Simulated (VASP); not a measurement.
# Al (Fm-3m) in VASP: a series of runs, part 2 of 2

VASP 6.6.1.

### Step 3. Relaxation of cell and atoms, r2SCAN

This run uses another cell than the first one, of 15.84 Å³/atom, 0.954 times its volume.

The input, INCAR:

```
ALGO     = Normal         # electronic algorithm
EDIFF    = 1E-7           # SCF threshold, eV
EDIFFG   = -0.002         # ionic threshold
ENCUT    = 520            # plane-wave cutoff, eV
IBRION   = 2              # ionic algorithm
ISIF     = 3              # what is computed and relaxed
ISMEAR   = 0              # smearing method
LASPH    = True           # aspherical terms in the spheres
LCHARG   = False          # write CHGCAR
LMIXTAU  = True         
LREAL    = False          # projectors in reciprocal space
LWAVE    = False          # write WAVECAR
METAGGA  = R2SCAN         # meta-GGA
NELM     = 100            # most SCF steps
NSW      = 80             # ionic steps
PREC     = Accurate       # precision mode
SIGMA    = 0.1            # smearing width, eV
```

The input, KPOINTS:

```
k-points
0
Gamma
  18 18 18
```

The input, POSCAR:

```
Al                                      
1.0
   -0.0000000000      1.9935110885      1.9935110885
    1.9935110885     -0.0000000000      1.9935110885
    1.9935110885      1.9935110885     -0.0000000000
  Al            
     1
Direct
     0.0000000000000000    0.0000000000000000    1.0000000000000000
```

Potentials or basis: VASP PAW PBE potentials, release 64 (Al).

On the command line:

```
cat potpaw_PBE.64/Al/POTCAR > POTCAR
mpirun -np 1 vasp_std > vasp.out
```

It took 87 s on 1 thread of AMD EPYC 9R14 (Zen 4), shared host; peak memory 0.11 GiB.

The run converged. Its results:

```yaml
Free_energy: -6.7370 eV
Pressure_after_relaxing: 0.0 GPa
Band_gap_on_the_k_mesh: none (metal or under the smearing width)
```

Final structure:
```
CELL_PARAMETERS angstrom
0.00000 1.99351 1.99351
1.99351 0.00000 1.99351
1.99351 1.99351 0.00000
ATOMIC_POSITIONS crystal
Al 0.00000 0.00000 0.00000
```

Levels at points of the mesh, in eV from the Fermi level:
| k point | band 1 | band 2 | band 3 | band 4 |
| --- | --- | --- | --- | --- |
| (0.00, 0.00, 0.00) | -12.13 | 13.55 | 13.55 | 13.55 |
| (0.50, 0.00, 0.00) | -5.17 | -4.59 | 12.27 | 12.27 |
| (0.50, 0.50, 0.00) | -3.26 | -1.67 | 5.47 | 6.20 |

Caveat: the relaxation stopped at its first step, so nothing moved; the PAW data sets were made with another functional, which shifts forces and pressure a little.

### Step 4. Single point, r2SCAN

This run uses another cell than the first one, of 15.84 Å³/atom, 0.954 times its volume.

The input, INCAR:

```
ALGO     = Normal         # electronic algorithm
EDIFF    = 1E-7           # SCF threshold, eV
ENCUT    = 520            # plane-wave cutoff, eV
ISIF     = 2              # what is computed and relaxed
ISMEAR   = 0              # smearing method
LASPH    = True           # aspherical terms in the spheres
LCHARG   = False          # write CHGCAR
LMIXTAU  = True         
LREAL    = False          # projectors in reciprocal space
LWAVE    = False          # write WAVECAR
METAGGA  = R2SCAN         # meta-GGA
NBANDS   = 8              # bands
NELM     = 100            # most SCF steps
PREC     = Accurate       # precision mode
SIGMA    = 0.1            # smearing width, eV
```

KPOINTS is that of step 3.

The input, POSCAR:

```
Al                                      
1.0
    0.0000000000      1.9935110885      1.9935110885
    1.9935110885      0.0000000000      1.9935110885
    1.9935110885      1.9935110885      0.0000000000
  Al            
     1
Direct
     0.0000000000000000    0.0000000000000000    0.0000000000000000
```

On the command line:

```
cat potpaw_PBE.64/Al/POTCAR > POTCAR
mpirun -np 1 vasp_std > vasp.out
```

Run time: 2.3 min. Hardware: 1 thread of AMD EPYC 9R14 (Zen 4), shared host; peak memory 0.12 GiB.

Results (log left out):

```yaml
Free_energy: -6.7370 eV
Pressure: 0.0 GPa
Band_gap_on_the_k_mesh: none (metal or under the smearing width)
```

Levels at points of the mesh, in eV from the Fermi level:
```tsv
k point	band 1	band 2	band 3	band 4	band 5	band 6
(0.00, 0.00, 0.00)	-12.13	13.55	13.55	13.55	15.78	15.78
(0.50, 0.00, 0.00)	-5.17	-4.59	12.27	12.27	12.77	12.77
(0.50, 0.50, 0.00)	-3.26	-1.67	5.47	6.20	6.20	10.33
```

Caveat: the PAW data sets were made with another functional, which shifts forces and pressure a little.

### Step 5. Single point, r2SCAN (a relaxed cell with its volume scaled by 0.97)

INCAR is that of step 4.

KPOINTS is that of step 4.

The input, POSCAR:

```
Al                                      
1.0
    0.0000000000      1.9733732360      1.9733732360
    1.9733732360      0.0000000000      1.9733732360
    1.9733732360      1.9733732360      0.0000000000
  Al            
     1
Direct
     0.0000000000000000    0.0000000000000000    0.0000000000000000
```

Potentials or basis: VASP PAW PBE potentials, release 64 (Al).

On the command line:

```
cat potpaw_PBE.64/Al/POTCAR > POTCAR
mpirun -np 1 vasp_std > vasp.out
```

OUTCAR:

```text
EDIFF = 1E-7
   ENCUT = 520
   ISIF = 2
   ISMEAR = 0
   LASPH = True
   LREAL = False
   METAGGA = R2SCAN
   NELM = 100
   PREC = Accurate

 ion  position               nearest neighbor table
   1  0.000  0.000  0.000-

  LATTYP: Found a face centered cubic cell.
 ALAT       =     3.9467464720

  Lattice vectors:

 A1 = (   0.0000000000,   1.9733732360,   1.9733732360)
 A2 = (   1.9733732360,   0.0000000000,   1.9733732360)
[... 444 lines left out ...]
      7      25.9702      0.00000
      8      28.3613      0.00000

 [... further k-points ...]

------------------------ aborting loop because EDIFF is reached ----------------------------------------

  FORCE on cell =-STRESS in cart. coord.  units (eV):
  Direction    XX          YY          ZZ          XY          YZ          ZX
  --------------------------------------------------------------------------------------
  -------------------------------------------------------------------------------------
  Total        0.2923649      0.2923649      0.2923649      0.0000000      0.0000000      0.0000000
  in kB       30.4774132     30.4774132     30.4774132      0.0000000      0.0000000      0.0000000
  external PRESSURE =      30.4774132 kB  Pullay stress =       0.0000000 kB

 VOLUME and BASIS-vectors are now :
 -----------------------------------------------------------------------------
  energy-cutoff  :      520.00
  volume of cell :       15.37
      direct lattice vectors                 reciprocal lattice vectors
     0.000000000  1.973373236  1.973373236    -0.253373255  0.253373255  0.253373255
     1.973373236  0.000000000  1.973373236     0.253373255 -0.253373255  0.253373255
     1.973373236  1.973373236  0.000000000     0.253373255  0.253373255 -0.253373255

 POSITION                                       TOTAL-FORCE (eV/Angst)
 -----------------------------------------------------------------------------------
      0.00000      0.00000      0.00000         0.000000      0.000000      0.000000
 -----------------------------------------------------------------------------------
    total drift:                                0.000000     -0.000000     -0.000000

  FREE ENERGIE OF THE ION-ELECTRON SYSTEM (eV)
  ---------------------------------------------------
  free  energy   TOTEN  =        -6.7327123057 eV

  energy  without entropy=       -6.7304520506  energy(sigma->0) =       -6.73158218
```

stdout:

```text
POSCAR found type information on POSCAR Al
 POSCAR found :  1 types and       1 ions
 scaLAPACK will be used
 -----------------------------------------------------------------------------
|                                                                             |
|                                                                             |
|     You enforced a specific xc type in the INCAR file but a different       |
|     I HOPE YOU KNOW WHAT YOU ARE DOING!                                     |
|                                                                             |
 -----------------------------------------------------------------------------

 LDA part: xc-table for (None), standard interpolation
 POSCAR, INCAR and KPOINTS ok, starting setup
 FFT: planning ... GRIDC
 FFT: planning ... GRID_SOFT
 FFT: planning ... GRID
 WAVECAR not read
 entering main loop
```

It took 2.5 min on 1 thread of AMD EPYC 9R14 (Zen 4), shared host; peak memory 0.11 GiB.

What came out:

```yaml
Free_energy: -6.7327 eV
Pressure: 3.0 GPa
Band_gap_on_the_k_mesh: none (metal or under the smearing width)
```

Levels at points of the mesh, in eV from the Fermi level:
| k point | band 1 | band 2 | band 3 | band 4 |
| --- | --- | --- | --- | --- |
| (0.00, 0.00, 0.00) | -12.35 | 13.73 | 13.73 | 13.73 |
| (0.50, 0.00, 0.00) | -5.30 | -4.64 | 12.42 | 12.42 |
| (0.50, 0.50, 0.00) | -3.34 | -1.69 | 5.47 | 6.36 |

Caveat: the PAW data sets were made with another functional, which shifts forces and pressure a little.

### Step 6. Overview

```csv
task,cell,gap on the mesh (eV),pressure (GPa)
relaxation of cell and atoms,relaxed,none,0.0
single point,as given,none,0.0
single point,a relaxed cell with its volume scaled by 0.97,none,3.0
```

Alike in all rows: level r2SCAN; potentials or basis VASP PAW PBE potentials, release 64 (Al); no spin polarisation; k mesh 18 × 18 × 18; cutoff (eV) 520; smearing gaussian 0.1 eV.

Caveats: the PAW data sets were made with another functional, which shifts forces and pressure a little; the relaxation stopped at its first step, so nothing moved (some runs).

Total energies depend on the potentials used, so only differences within one code and one set of settings carry meaning.
